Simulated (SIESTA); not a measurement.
ZrC:

```
Zr C
1.0
     0.00000    2.36500    2.36500
     2.36500    0.00000    2.36500
     2.36500    2.36500    0.00000
Zr C
1 1
Direct
  0.50000 0.50000 0.50000
  0.00000 0.00000 0.00000
```

| Quantity | Value |
| --- | --- |
| Program | SIESTA 5.4.2 |
| Task | single point |
| Functional | PBE |
| Potentials or basis | PseudoDojo 0.4 standard (PBE files) |
| Basis | DZP (energy shift 0.002 Ry) |
| Grid cutoff | 800 Ry |
| Energy shift | 0.002 Ry |
| k mesh | 10 × 10 × 10 |
| Occupations | fermi-dirac, width 0.05 eV |
| Spin | no spin polarisation |

On this cell: pressure -1.1 GPa; largest force zero by symmetry; band gap on the k mesh none (metal or under the smearing width).

The same run follows on a disturbed copy (atoms moved at random, drawn with an rms of 0.05 Å):

```xyz
2
Lattice="0.0000 2.3650 2.3650 2.3650 0.0000 2.3650 2.3650 2.3650 0.0000" Properties=species:S:1:pos:R:3 pbc="T T T"
Zr    2.3705    2.3569    2.3320
C     0.0399    0.0252   -0.0370
```

What changes?

The energy (extrapolated to zero smearing) moves by +4.2 meV/atom; pressure -0.9 GPa; largest force 0.342 eV/Å; band gap on the k mesh none (metal or under the smearing width).

Forces in eV/Å, atoms in the order of the input:
```
Zr   0.244  0.237 -0.028
C   -0.245 -0.237  0.030
```

Stress tensor (GPa, compression positive):
```
-0.81 -0.15  0.02
-0.15 -0.82  0.02
 0.02  0.02 -1.07
```

Caveats: semicore shells carry a single zeta, which can move pressures by several GPa and volumes by a few percent; the basis of atomic orbitals isn't converged, which shifts pressures, moduli and gaps.
